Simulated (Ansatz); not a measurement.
Ge3N4 at a changed volume: Coordination and 73Ge quadrupole coupling

Cell: a structure deposited in the COD, relaxed with PBE at fixed cell and then changed (volume scaled by 0.96, ions relaxed).

Space group Fd-3m:1 (No. 227); a = 8.1968 Å.

```
site  Wyckoff  site symmetry       x       y       z
 Ge1      16d           .-3m  0.1250  0.1250  0.6250
 Ge5       8a           -43m  0.5000  0.5000  0.0000
   N      32e            .3m  0.8829  0.8829  0.3829
```

One atom of each set is listed; the run and its k-mesh use a cell of 14 atoms with edges of 5.80, 5.80, 5.80 Å.

The numbers come from a DFT calculation in Ansatz (PBE, plane waves and PAW, scalar-relativistic, 420 eV cutoff, Γ-centred 6×6×6 k-points, Fermi–Dirac smearing 0.02 eV).

Q(73Ge) = -196.0 mb.

(1) Order the Ge environments from the weakest to the strongest quadrupole coupling.
A. Ge1: 6 N at 1.99 Å
B. Ge5: 4 N at 1.89 Å

## Answers

(1) B (0 MHz, η = –), A (0.657 MHz, η = 0.00).

An axis of threefold or higher order runs through Ge1, so V_zz lies along it and η is zero. Ge5 sits on a cubic site, where every gradient vanishes.

At this changed cell the PBE pressure is 10 GPa.
